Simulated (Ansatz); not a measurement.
# AgCl: a single-point run

Aim: a sound single-point run of AgCl. The structure is shown as the input types it.

The COD entry's cell or inner coordinates are ideal or old and differ from later refinements, so a difference from it is no clean test against experiment.

Program: Ansatz 0.2.0. Level of theory: density functional or hybrid calculation with the settings of its input, plane waves (as first typed). These are calculated values, not measurements.

### 1 The starting structure

Symmetry: Fm-3m, No. 225, cubic system. The conventional cell has a = 5.546 Å, b = 5.546 Å, c = 5.546 Å, α = 90.00°, β = 90.00°, γ = 90.00°. Ag (site symmetry m-3m) has 6 Cl at 2.77 Å as nearest neighbours. Around Cl (site symmetry m-3m) lie 6 Ag at 2.77 Å.

As a file:

```cif
data_structure
_symmetry_space_group_name_H-M 'Fm-3m'
_symmetry_Int_Tables_number 225
_cell_length_a 5.5463
_cell_length_b 5.5463
_cell_length_c 5.5463
_cell_angle_alpha 90.000
_cell_angle_beta 90.000
_cell_angle_gamma 90.000
_cell_volume 170.62
loop_
_atom_site_label
_atom_site_type_symbol
_atom_site_symmetry_multiplicity
_atom_site_Wyckoff_symbol
_atom_site_fract_x
_atom_site_fract_y
_atom_site_fract_z
_atom_site_occupancy
Ag1 Ag 4 a 0.00000 0.00000 0.00000 1
Cl1 Cl 4 b 0.50000 0.00000 0.00000 1
```

### 2 The calculation

input.yaml

```yaml
crystal:
  lattice:
    - [0.0, 2.7731725637, 2.7731725637]
    - [2.7731725637, 0.0, 2.7731725637]
    - [2.7731725637, 2.7731725637, 0.0]
  atoms:
    - { symbol: Ag, position: [0.0, 0.0, 0.0] }
    - { symbol: Cl, position: [0.5, 0.5, 0.5] }
kpoints:
  mp_grid: { grid: [6, 6, 6] }
hamiltonian:
  xc: pbesol
scf:
  occupations: { method: fixed }
  n_extra_bands: 4
output:
  forces: true
  stress: true
  eigenvalues: true
magnetization:
  spin_orbit: true
```

Started as:

```
> ansatz run input.yaml --threads 4 --pin off --max-ram 3686MiB --backend cpu --events-out ev --progress --plain --runs-dir out
```

Q: Will this input give a usable result? If not, why, and what should change?

The run ended at the input check. The line that matters: «inconsistent input (magnetization.spin_orbit, magnetization.noncollinear): true requires noncollinear: true — spin–orbit coupling acts on 2-spinor wavefunctions; set both flags»

The suspect setting: magnetization.spin_orbit is true. Spin-orbit coupling was asked of a set-up that can't carry it.

Remedy: delete magnetization.spin_orbit (the default then holds).
